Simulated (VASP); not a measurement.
## C: phonons with LDA

C:

```
C
1.0
     0.00000    1.78340    1.78340
     1.78340    0.00000    1.78340
     1.78340    1.78340    0.00000
C
2
Direct
  0.50000 0.50000 0.50000
  0.75000 0.75000 0.75000
```

This isn't the form of C at room conditions, which is graphite.

```yaml
Program: VASP 6.6.1
Task: phonons
Functional: LDA
Potentials_or_basis: VASP PAW LDA potentials, release 64 (C)
Cutoff: 600 eV
k_mesh: 12 × 12 × 12
Occupations: gaussian, width 0.02 eV
Spin: no spin polarisation
By_perturbation_theory: yes
Further_INCAR_settings: ALGO = Fast; EDIFF = 1e-08; IBRION = 8; NSW = 1
```

```yaml
Relaxed_volume: 5.52 Å³/atom
Relaxed_cell: a = 2.499 Å, b = 2.499 Å, c = 2.499 Å, α = 60.00°, β = 60.00°, γ = 60.00°
Space_group_after_relaxing_to_0.05_Å: Fd-3m (No. 227)
Highest_phonon_frequency_at_Γ: 1324 cm⁻¹
```

Step by step:
```csv
step,energy change (eV),largest force (eV/Å),pressure (GPa),volume (Å³)
1,0.0000,0.0000,-12.39,11.34
2,0.0090,0.0000,17.99,10.64
3,-0.0124,0.0000,-0.12,11.03
4,-0.0124,0.0000,0.15,11.03
5,-0.0124,0.0000,-0.15,11.03
6,-0.0124,0.0000,0.00,11.03
```

Final structure:
```yaml
crystal:
  lattice:
    - [0.00000, 1.76682, 1.76682]
    - [1.76682, 0.00000, 1.76682]
    - [1.76682, 1.76682, 0.00000]
  atoms:
    - { symbol: C, position: [0.50000, 0.50000, 0.50000] }
    - { symbol: C, position: [0.75000, 0.75000, 0.75000] }
```

Phonon frequencies in cm⁻¹ (negative: imaginary):
```csv
q point,frequencies
"(0.000, 0.000, 0.000)",0 0 0 1324 1324 1324
```

It took 26 s on 1 thread of Intel(R) Xeon(R) 6975P-C (Granite Rapids) (shared host), peak memory 0.16 GiB.
